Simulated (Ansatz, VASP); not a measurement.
Two plane-wave programs on CuO (Tenorite)

```
CELL_PARAMETERS angstrom
2.08721 -2.07606 0.16528
2.08721 2.07606 0.16528
-0.41249 0.00000 5.20160
ATOMIC_POSITIONS crystal
Cu 0.00000 0.50000 0.00000
Cu 0.50000 0.00000 0.50000
O 0.50004 0.49996 0.25000
O 0.49996 0.50004 0.75000
```

Alike in both runs: functional PBE; k mesh 10 × 10 × 6; occupations gaussian, width 0.05 eV; collinear spin; Hubbard terms Cu d U = 4.0 eV.

Ansatz relaxed the structure, and its values are those at the end. VASP's run is a single point on that final structure, the one shown.

|  | VASP | Ansatz |
| --- | --- | --- |
| version | VASP 6.6.1 | Ansatz 0.2.0 |
| potentials or method | VASP PAW PBE potentials, release 64 (Cu, O) | scalar-relativistic, plane waves, PAW |
| plane-wave cutoff (eV) | 520 | 420 |
| valence electrons in the cell | 34 | 50 |

```tsv
	VASP	Ansatz	Ansatz less VASP
gap on the k mesh at the Fermi level (eV)	none	none	-
pressure (GPa)	-2.7	0.0	+2.67
net moment per atom (μB)	0.49	0.47	-0.017
size of the moment on the site where the two differ most (μB)	0.63	0.59	-0.044
```

Site moments also hang on the region over which each program counts them. The programs project onto different local orbitals, so the same U acts differently. A gap of «none» marks a metal or a gap that the smearing closes. The two sets of potentials don't hold the same shells in valence. Ansatz warned: «filled_band_counts_differ_across_k_points».

The state reached can hang on the start; a lower one may exist.
